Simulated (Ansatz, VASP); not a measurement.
# Two plane-wave programs on Ge

Contents of POSCAR:

```
Ge
1.0
    0.0000000000      2.8287700000      2.8287700000
    2.8287700000      0.0000000000      2.8287700000
    2.8287700000      2.8287700000      0.0000000000
Ge
2
Direct
    0.5000000000      0.5000000000      0.5000000000
    0.7500000000      0.7500000000      0.7500000000
```

The input INCAR.step1:

```
PREC = Accurate ; ENCUT = 520
ISMEAR = -1 ; SIGMA = 0.05
LREAL = False ; LASPH = True
NELM = 100 ; NBANDS = 21
GGA = PE ; ALGO = Normal
EDIFF = 1E-4 ; LWAVE = True
LCHARG = False
```

Contents of INCAR.step2:

```
PREC = Accurate ; ENCUT = 520
EDIFF = 1E-8 ; ISMEAR = -1
SIGMA = 0.05 ; LREAL = False
LASPH = True ; NELM = 100
ALGO = Normal ; ISIF = 2
LWAVE = False ; LCHARG = False
METAGGA = R2SCAN ; LMIXTAU = True
LEFG = True ; NBANDS = 21
ISTART = 1
```

File KPOINTS:

```
Automatic mesh
0
Gamma
  10 10 10
```

Input for Ansatz:

```yaml
crystal:
  lattice:
    - [0.0, 2.82877, 2.82877]
    - [2.82877, 0.0, 2.82877]
    - [2.82877, 2.82877, 0.0]
  atoms:
    - { symbol: Ge, position: [0.5, 0.5, 0.5] }
    - { symbol: Ge, position: [0.75, 0.75, 0.75] }
kpoints:
  mp_grid: { grid: [10, 10, 10] }
  band_path:
    path:
      - [0.0, 0.0, 0.0]
      - [0.5, 0.0, 0.5]
      - [0.625, 0.25, 0.625]
      - [0.375, 0.375, 0.75]
      - [0.0, 0.0, 0.0]
      - [0.5, 0.5, 0.5]
      - [0.5, 0.25, 0.75]
      - [0.5, 0.0, 0.5]
    npoints: 5
scf:
  occupations: { method: fermi_dirac, width: 0.05 }
hamiltonian:
  xc: r2scan
  pseudopotentials: { kind: paw }
output:
  forces: true
  stress: true
  eigenvalues: true
  efg: { contact_densities: true }
```

Alike in both runs: task electric field gradients; functional r2SCAN; k mesh 10 × 10 × 10; occupations fermi-dirac, width 0.05 eV; no spin polarisation.

|  | VASP | Ansatz |
| --- | --- | --- |
| version | VASP 6.6.1 | Ansatz 0.2.0 |
| potentials or method | VASP PAW PBE potentials, release 64 (Ge_d) | PAW with Ansatz's default frozen-core files, scalar-relativistic |
| plane-wave cutoff (eV) | 520 | 500 |
| valence electrons in the cell | 28 | 28 |

|  | VASP | Ansatz | Ansatz less VASP |
| --- | --- | --- | --- |
| pressure (GPa) | 0.7 | 0.7 | -0.04 |
| Vzz of the field gradient on the site that differs most (V/Å²) | 0.0 | 0.0 | -0.01 |

Caveats: the PAW data sets were made with another functional, which shifts forces and pressure a little (VASP).
